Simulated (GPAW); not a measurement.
# ZnS (F-43m) in GPAW: notebook

Aim: see how the results for ZnS move with the level of theory and the settings. Levels: PBEsol, PBE. Tasks: relaxation of cell and atoms, single point.

Program: GPAW 26.7.0. These are calculated values, not measurements. Logs are shortened: lines on timing, memory, paths and dates and some standing lists are left out, and cuts for length are marked. The log counts tension as positive stress, the text compression.

**The experiment to reproduce.**

“Electronic, vibrational, and thermodynamic properties of ZnS (zincblende and rocksalt structure)”, 2009, arxiv:0911.5022 quotes, for a bulk crystal of ZnS at 19 K: band gap 3.85 eV (direct).

How close the calculation comes is told below.

## Step 1: The crystal as given

It takes space group F-43m (No. 216, cubic). The conventional cell has a = 5.404 Å, b = 5.404 Å, c = 5.404 Å, α = 90.00°, β = 90.00°, γ = 90.00°. Zn (site symmetry -43m) has 4 S at 2.34 Å as nearest neighbours. S (site symmetry -43m) is surrounded by 4 Zn at 2.34 Å.

## Step 2: Relaxation of cell and atoms, PBEsol, target pressure 20 GPa, at which the enthalpy is minimised

The input, run.py:

```python
from ase import Atoms
from ase.filters import FrechetCellFilter
from ase.io import write
from ase.optimize import BFGS
from ase.units import GPa
from gpaw import GPAW, PW, setup_paths

setup_paths.insert(0, '.')

atoms = Atoms(['Zn', 'S'],
              cell=[[0.0, 2.702, 2.702],
                    [2.702, 0.0, 2.702],
                    [2.702, 2.702, 0.0]],
              scaled_positions=[[0.75, 0.75, 0.75],
                                [0.0, 0.0, 0.0]],
              pbc=True)

calc = GPAW(mode=PW(600),
            xc='PBEsol',
            kpts={'size': (9, 9, 9), 'gamma': True},
            occupations={'name': 'fermi-dirac', 'width': 0.05},
            nbands=18,
            convergence={'density': 1e-05, 'forces': 0.0001},
            maxiter=150,
            txt='gpaw.txt')
atoms.calc = calc
opt = BFGS(FrechetCellFilter(atoms, scalar_pressure=20 * GPa), trajectory='relax.traj', logfile='-')
done = opt.run(fmax=0.02, steps=60)
calc.write('gs.gpw')
write('result.traj', atoms)
print('Converged:', done)
print('Cell:', atoms.cell.cellpar().round(4))
print('Volume:', round(atoms.get_volume(), 4))
print(atoms.get_scaled_positions().round(5))
```

Potentials or basis: PAW data sets generated in the run's folder for this functional, pw.

Run with:

```
$ gpaw-setup -f PBEsol S Zn
$ OMP_NUM_THREADS=1 python run.py
```

gpaw.txt:

```text
__  _  _
 | _ |_)|_||  |
 |__||  | ||/\| - 26.7.0

Input parameters:
  mode=PW(ecut=600.0),
  convergence={'density': 1e-05, 'forces': 0.0001},
  kpts=MonkhorstPack(size=(9, 9, 9), gamma=True),
  maxiter=150,
  nbands=18,
  occupations=Occupations(name='fermi-dirac', width=0.05),
  xc=XC(name='PBEsol')

Diagonalizing LCAO Hamiltonian
Converting LCAO to pw mode

                    Zn

       S

Atoms  # Å, Bohr magnetons
|   | symbol |        x |        y |        z |    initial magnetic moments |
|---|--------|----------|----------|----------|-----------------------------|
| 0 |     Zn | 4.053000 | 4.053000 | 4.053000 | ( 0.0000,  0.0000,  0.0000) |
| 1 |      S | 0.000000 | 0.000000 | 0.000000 | ( 0.0000,  0.0000,  0.0000) |

Unit cell  # Å
| periodic |        x |        y |        z |  lengths |    angles |
|----------|----------|----------|----------|----------|-----------|
|      yes | 0.000000 | 2.702000 | 2.702000 | 3.821205 | 60.000000 |
|      yes | 2.702000 | 0.000000 | 2.702000 | 3.821205 | 60.000000 |
|      yes | 2.702000 | 2.702000 | 0.000000 | 3.821205 | 60.000000 |

Number of symmetries: 24
Symmetry operations  # r_c * U_cc + t_c -> r_c
|    | kind |            matrix            |
|----|------|------------------------------|
|  0 |  E   |  1, 0, 0,  0, 1, 0,  0, 0, 1 |
|  1 |  σ   |  1, 0, 0,  0, 0, 1,  0, 1, 0 |
|  2 |  σ   |  1, 0,-1,  0, 1,-1,  0, 0,-1 |
|  3 |  C3  |  1, 0,-1,  0, 0,-1,  0, 1,-1 |
|  4 |  C3  |  1,-1, 0,  0,-1, 1,  0,-1, 0 |
|  5 |  σ   |  1,-1, 0,  0,-1, 0,  0,-1, 1 |
|  6 |  σ   |  0, 1, 0,  1, 0, 0,  0, 0, 1 |
|  7 |  C3  |  0, 1, 0,  0, 0, 1,  1, 0, 0 |
|  8 |  C2  |  0, 1,-1,  1, 0,-1,  0, 0,-1 |
[... 203 lines left out ...]
Gap: 1.968 eV
Transition (v -> c):
  (s=0, k=0, n=8, [0.00, 0.00, 0.00]) -> (s=0, k=0, n=9, [0.00, 0.00, 0.00])
No difference between direct/indirect transitions

Stress tensor  # eV/Ang^3
|        x |         y |         z |
|----------|-----------|-----------|
| 0.012418 |  0.000000 |  0.000000 |
| 0.000000 |  0.012418 | -0.000000 |
| 0.000000 | -0.000000 |  0.012418 |

Forces  # eV/Ang
|        x |        y |        z |
|----------|----------|----------|
| -0.00000 | -0.00000 |  0.00000 |  # Zn   0
|  0.00000 | -0.00000 | -0.00000 |  # S    1

Interpolating wave functions to new cell

                    Zn

       S

Atoms  # Å, Bohr magnetons
|   | symbol |        x |         y |         z |    initial magnetic moments |
|---|--------|----------|-----------|-----------|-----------------------------|
| 0 |     Zn | 3.975372 |  3.975372 |  3.975372 | ( 0.0000,  0.0000,  0.0000) |
| 1 |      S | 0.000000 | -0.000000 | -0.000000 | ( 0.0000,  0.0000,  0.0000) |

Unit cell  # Å
| periodic |         x |        y |        z |  lengths |    angles |
|----------|-----------|----------|----------|----------|-----------|
|      yes | -0.000000 | 2.650248 | 2.650248 | 3.748017 | 60.000000 |
|      yes |  2.650248 | 0.000000 | 2.650248 | 3.748017 | 60.000000 |
|      yes |  2.650248 | 2.650248 | 0.000000 | 3.748017 | 60.000000 |

Number of symmetries: 24
Symmetry operations  # r_c * U_cc + t_c -> r_c
|    | kind |            matrix            |
|----|------|------------------------------|
|  0 |  E   |  1, 0, 0,  0, 1, 0,  0, 0, 1 |
|  1 |  σ   |  1, 0, 0,  0, 0, 1,  0, 1, 0 |
|  2 |  σ   |  1, 0,-1,  0, 1,-1,  0, 0,-1 |
|  3 |  C3  |  1, 0,-1,  0, 0,-1,  0, 1,-1 |
|  4 |  C3  |  1,-1, 0,  0,-1, 1,  0,-1, 0 |
|  5 |  σ   |  1,-1, 0,  0,-1, 0,  0,-1, 1 |
|  6 |  σ   |  0, 1, 0,  1, 0, 0,  0, 0, 1 |
|  7 |  C3  |  0, 1, 0,  0, 0, 1,  1, 0, 0 |
|  8 |  C2  |  0, 1,-1,  1, 0,-1,  0, 0,-1 |
[... 203 lines left out ...]
Gap: 2.219 eV
Transition (v -> c):
  (s=0, k=0, n=8, [0.00, 0.00, 0.00]) -> (s=0, k=0, n=9, [0.00, 0.00, 0.00])
No difference between direct/indirect transitions

Stress tensor  # eV/Ang^3
|         x |         y |         z |
|-----------|-----------|-----------|
| -0.016632 |  0.000000 | -0.000000 |
|  0.000000 | -0.016632 |  0.000000 |
| -0.000000 |  0.000000 | -0.016632 |

Forces  # eV/Ang
|       x |        y |        z |
|---------|----------|----------|
| 0.00000 | -0.00000 | -0.00000 |  # Zn   0
| 0.00000 | -0.00000 |  0.00000 |  # S    1

Interpolating wave functions to new cell

                   Zn

       S

Atoms  # Å, Bohr magnetons
|   | symbol |        x |        y |         z |    initial magnetic moments |
|---|--------|----------|----------|-----------|-----------------------------|
| 0 |     Zn | 3.758212 | 3.758212 |  3.758212 | ( 0.0000,  0.0000,  0.0000) |
| 1 |      S | 0.000000 | 0.000000 | -0.000000 | ( 0.0000,  0.0000,  0.0000) |

Unit cell  # Å
| periodic |         x |        y |        z |  lengths |    angles |
|----------|-----------|----------|----------|----------|-----------|
|      yes | -0.000000 | 2.505474 | 2.505474 | 3.543276 | 60.000000 |
|      yes |  2.505474 | 0.000000 | 2.505474 | 3.543276 | 60.000000 |
|      yes |  2.505474 | 2.505474 | 0.000000 | 3.543276 | 60.000000 |

Number of symmetries: 24
Symmetry operations  # r_c * U_cc + t_c -> r_c
|    | kind |            matrix            |
|----|------|------------------------------|
|  0 |  E   |  1, 0, 0,  0, 1, 0,  0, 0, 1 |
|  1 |  σ   |  1, 0, 0,  0, 0, 1,  0, 1, 0 |
|  2 |  σ   |  1, 0,-1,  0, 1,-1,  0, 0,-1 |
|  3 |  C3  |  1, 0,-1,  0, 0,-1,  0, 1,-1 |
|  4 |  C3  |  1,-1, 0,  0,-1, 1,  0,-1, 0 |
|  5 |  σ   |  1,-1, 0,  0,-1, 0,  0,-1, 1 |
|  6 |  σ   |  0, 1, 0,  1, 0, 0,  0, 0, 1 |
|  7 |  C3  |  0, 1, 0,  0, 0, 1,  1, 0, 0 |
|  8 |  C2  |  0, 1,-1,  1, 0,-1,  0, 0,-1 |
[... 149 lines left out ...]
SCF iterations
|iter     | |      energy | eigst |  dens |force |
|---------|-|-------------|-------|-------|------|
|iter:   1| |   -8.101849 | +0.51 |       |      |
|iter:   2| |   -7.940521 | -1.75 | -1.05 |      |
|iter:   3| |   -7.235240 | -1.56 | -1.10 |      |
|iter:   4| |   -7.212464 | -2.51 | -1.81 |      |
|iter:   5| |   -7.212079 | -3.67 | -2.30 |      |
|iter:   6| |   -7.211993c| -3.90 | -2.70 |      |
|iter:   7| |   -7.212037c| -5.38 | -3.33 |      |
|iter:   8| |   -7.212041c| -6.30 | -3.92 |      |
|iter:   9| |   -7.212041c| -7.77c| -4.59 |      |
|iter:  10| |   -7.212041c| -7.91c| -5.58c|      |
|iter:  11| |   -7.212041c| -8.99c| -6.27c|-16.25c|

Converged in 11 steps
Energy contributions relative to reference atoms: (reference = -59662.944940)
[... 45 lines left out ...]
Stress tensor  # eV/Ang^3
|         x |         y |         z |
|-----------|-----------|-----------|
| -0.153720 | -0.000000 |  0.000000 |
| -0.000000 | -0.153720 |  0.000000 |
|  0.000000 |  0.000000 | -0.153720 |

Forces  # eV/Ang
|        x |        y |        z |
|----------|----------|----------|
| -0.00000 | -0.00000 |  0.00000 |  # Zn   0
|  0.00000 |  0.00000 | -0.00000 |  # S    1

Interpolating wave functions to new cell

                   Zn

       S

Atoms  # Å, Bohr magnetons
|   | symbol |        x |        y |         z |    initial magnetic moments |
|---|--------|----------|----------|-----------|-----------------------------|
| 0 |     Zn | 3.797274 | 3.797274 |  3.797274 | ( 0.0000,  0.0000,  0.0000) |
| 1 |      S | 0.000000 | 0.000000 | -0.000000 | ( 0.0000,  0.0000,  0.0000) |

Unit cell  # Å
| periodic |         x |        y |         z |  lengths |    angles |
|----------|-----------|----------|-----------|----------|-----------|
|      yes | -0.000000 | 2.531516 |  2.531516 | 3.580104 | 60.000000 |
|      yes |  2.531516 | 0.000000 |  2.531516 | 3.580104 | 60.000000 |
|      yes |  2.531516 | 2.531516 | -0.000000 | 3.580104 | 60.000000 |

Number of symmetries: 24
Symmetry operations  # r_c * U_cc + t_c -> r_c
|    | kind |            matrix            |
|----|------|------------------------------|
|  0 |  E   |  1, 0, 0,  0, 1, 0,  0, 0, 1 |
|  1 |  σ   |  1, 0, 0,  0, 0, 1,  0, 1, 0 |
|  2 |  σ   |  1, 0,-1,  0, 1,-1,  0, 0,-1 |
|  3 |  C3  |  1, 0,-1,  0, 0,-1,  0, 1,-1 |
|  4 |  C3  |  1,-1, 0,  0,-1, 1,  0,-1, 0 |
|  5 |  σ   |  1,-1, 0,  0,-1, 0,  0,-1, 1 |
|  6 |  σ   |  0, 1, 0,  1, 0, 0,  0, 0, 1 |
|  7 |  C3  |  0, 1, 0,  0, 0, 1,  1, 0, 0 |
|  8 |  C2  |  0, 1,-1,  1, 0,-1,  0, 0,-1 |
[... 209 lines left out ...]
Stress tensor  # eV/Ang^3
|         x |         y |         z |
|-----------|-----------|-----------|
| -0.121284 | -0.000000 |  0.000000 |
| -0.000000 | -0.121284 |  0.000000 |
|  0.000000 |  0.000000 | -0.121284 |

Forces  # eV/Ang
|        x |       y |       z |
|----------|---------|---------|
|  0.00000 | 0.00000 | 0.00000 |  # Zn   0
| -0.00000 | 0.00000 | 0.00000 |  # S    1

Interpolating wave functions to new cell

                   Zn

       S

Atoms  # Å, Bohr magnetons
|   | symbol |        x |        y |         z |    initial magnetic moments |
|---|--------|----------|----------|-----------|-----------------------------|
| 0 |     Zn | 3.792863 | 3.792863 |  3.792863 | ( 0.0000,  0.0000,  0.0000) |
| 1 |      S | 0.000000 | 0.000000 | -0.000000 | ( 0.0000,  0.0000,  0.0000) |

Unit cell  # Å
| periodic |        x |        y |         z |  lengths |    angles |
|----------|----------|----------|-----------|----------|-----------|
|      yes | 0.000000 | 2.528576 |  2.528576 | 3.575946 | 60.000000 |
|      yes | 2.528576 | 0.000000 |  2.528576 | 3.575946 | 60.000000 |
|      yes | 2.528576 | 2.528576 | -0.000000 | 3.575946 | 60.000000 |

Number of symmetries: 24
Symmetry operations  # r_c * U_cc + t_c -> r_c
|    | kind |            matrix            |
|----|------|------------------------------|
|  0 |  E   |  1, 0, 0,  0, 1, 0,  0, 0, 1 |
|  1 |  σ   |  1, 0, 0,  0, 0, 1,  0, 1, 0 |
|  2 |  σ   |  1, 0,-1,  0, 1,-1,  0, 0,-1 |
|  3 |  C3  |  1, 0,-1,  0, 0,-1,  0, 1,-1 |
|  4 |  C3  |  1,-1, 0,  0,-1, 1,  0,-1, 0 |
|  5 |  σ   |  1,-1, 0,  0,-1, 0,  0,-1, 1 |
|  6 |  σ   |  0, 1, 0,  1, 0, 0,  0, 0, 1 |
|  7 |  C3  |  0, 1, 0,  0, 0, 1,  1, 0, 0 |
|  8 |  C2  |  0, 1,-1,  1, 0,-1,  0, 0,-1 |
[... 149 lines left out ...]
SCF iterations
|iter     | |      energy | eigst |  dens |force |
|---------|-|-------------|-------|-------|------|
|iter:   1| |   -7.334788 | -2.79 |       |      |
|iter:   2| |   -7.334722 | -4.98 | -2.74 |      |
|iter:   3| |   -7.334427c| -4.89 | -2.79 |      |
|iter:   4| |   -7.334419c| -5.65 | -3.55 |      |
|iter:   5| |   -7.334419c| -6.97 | -4.00 |      |
|iter:   6| |   -7.334419c| -8.07c| -4.79 |      |
|iter:   7| |   -7.334419c| -8.89c| -5.22c|      |
|iter:   8| |   -7.334419c| -8.60c| -5.83c|-15.90c|

Converged in 8 steps
Energy contributions relative to reference atoms: (reference = -59662.944940)
[... 45 lines left out ...]
Stress tensor  # eV/Ang^3
|         x |         y |         z |
|-----------|-----------|-----------|
| -0.124739 |  0.000000 |  0.000000 |
|  0.000000 | -0.124739 |  0.000000 |
|  0.000000 |  0.000000 | -0.124739 |

Forces  # eV/Ang
|       x |        y |       z |
|---------|----------|---------|
| 0.00000 | -0.00000 | 0.00000 |  # Zn   0
| 0.00000 |  0.00000 | 0.00000 |  # S    1

# Writing to gs.gpw (mode='')
```

Wall time 75 s (1 thread of Arm Neoverse V2, shared host); peak memory 0.21 GiB.

What came out:

```yaml
Free_energy: -7.3344 eV
Relaxed_volume: 16.17 Å³/atom
Relaxed_cell: a = 3.576 Å, b = 3.576 Å, c = 3.576 Å, α = 60.00°, β = 60.00°, γ = 60.00°
Space_group_after_relaxing_to_0.05_Å: F-43m (No. 216)
Energy_change_on_relaxing_the_enthalpy_is_what_falls: +160.5 meV/atom
Ionic_steps: 5
Pressure_after_relaxing: 20.0 GPa
Band_gap_on_the_k_mesh: 2.78 eV, indirect (least direct gap 2.86 eV)
```

Step by step:
```csv
step,energy change (eV),largest force (eV/Å),pressure (GPa),volume (Å³)
1,0.0000,0.0000,-1.99,39.45
2,0.0038,0.0000,2.66,37.23
3,0.4433,0.0000,24.63,31.46
4,0.3070,0.0000,19.43,32.45
5,0.3210,0.0000,19.99,32.33
```

Final structure:
```xyz
2
Lattice="0.0000 2.5286 2.5286 2.5286 0.0000 2.5286 2.5286 2.5286 0.0000" Properties=species:S:1:pos:R:3 pbc="T T T"
Zn    3.7929    3.7929    3.7929
S     0.0000    0.0000    0.0000
```

Levels at points of the mesh, in eV from the valence-band top:
| k point | band 5 | band 6 | band 7 | band 8 | band 9 | band 10 | band 11 | band 12 | band 13 | band 14 |
| --- | --- | --- | --- | --- | --- | --- | --- | --- | --- | --- |
| (0.00, 0.00, 0.00) | -6.65 | -6.65 | 0.00 | 0.00 | 0.00 | 2.86 | 6.03 | 6.03 | 6.03 | 11.72 |

Caveat: later steps reuse the first step's grids; the volume moved by over 15 % at a fixed basis, so the end points are rough; an odd mesh through Γ misses points on the zone boundary, where band edges often lie.

## Step 3: Relaxation of cell and atoms, PBEsol, target pressure 30 GPa, at which the enthalpy is minimised

Changes to run.py since step 2:

```diff
@@ -26,3 +26,3 @@
 atoms.calc = calc
-opt = BFGS(FrechetCellFilter(atoms, scalar_pressure=20 * GPa), trajectory='relax.traj', logfile='-')
+opt = BFGS(FrechetCellFilter(atoms, scalar_pressure=30 * GPa), trajectory='relax.traj', logfile='-')
 done = opt.run(fmax=0.02, steps=60)
```

Potentials or basis: PAW data sets generated in the run's folder for this functional, pw.

Run with:

```
$ gpaw-setup -f PBEsol S Zn
$ OMP_NUM_THREADS=1 python run.py
```

It took 62 s on 1 thread of Arm Neoverse V2, shared host; peak memory 0.21 GiB.

It converged, with:

| Item | Value |
| --- | --- |
| Free energy | -7.0614 eV |
| Relaxed volume | 15.29 Å³/atom |
| Relaxed cell | a = 3.510 Å, b = 3.510 Å, c = 3.510 Å, α = 60.00°, β = 60.00°, γ = 60.00° |
| Space group after relaxing (to 0.05 Å) | F-43m (No. 216) |
| Energy change on relaxing (the enthalpy is what falls) | +297.0 meV/atom |
| Ionic steps | 5 |
| Pressure after relaxing | 30.0 GPa |
| Band gap on the k mesh | 2.61 eV, indirect (least direct gap 3.13 eV) |

Step by step:
```tsv
step	energy change (eV)	largest force (eV/Å)	pressure (GPa)	volume (Å³)
1	0.0000	0.0000	-1.99	39.45
2	0.0278	0.0000	5.20	36.26
3	0.8390	0.0000	38.12	29.42
4	0.5637	0.0000	28.92	30.74
5	0.5940	0.0000	29.96	30.57
```

Final structure:
```xyz
2
Lattice="0.0000 2.4818 2.4818 2.4818 0.0000 2.4818 2.4818 2.4818 0.0000" Properties=species:S:1:pos:R:3 pbc="T T T"
Zn    3.7227    3.7227    3.7227
S     0.0000    0.0000    0.0000
```

Levels at points of the mesh, in eV from the valence-band top:
```csv
k point,band 6,band 7,band 8,band 9,band 10,band 11,band 12,band 13
"(0.00, 0.00, 0.00)",-6.95,0.00,0.00,0.00,3.13,5.92,5.92,5.92
```

Caveat: later steps reuse the first step's grids; the volume moved by over 15 % at a fixed basis, so the end points are rough; an odd mesh through Γ misses points on the zone boundary, where band edges often lie.

(Continued in part 2 of 2.)
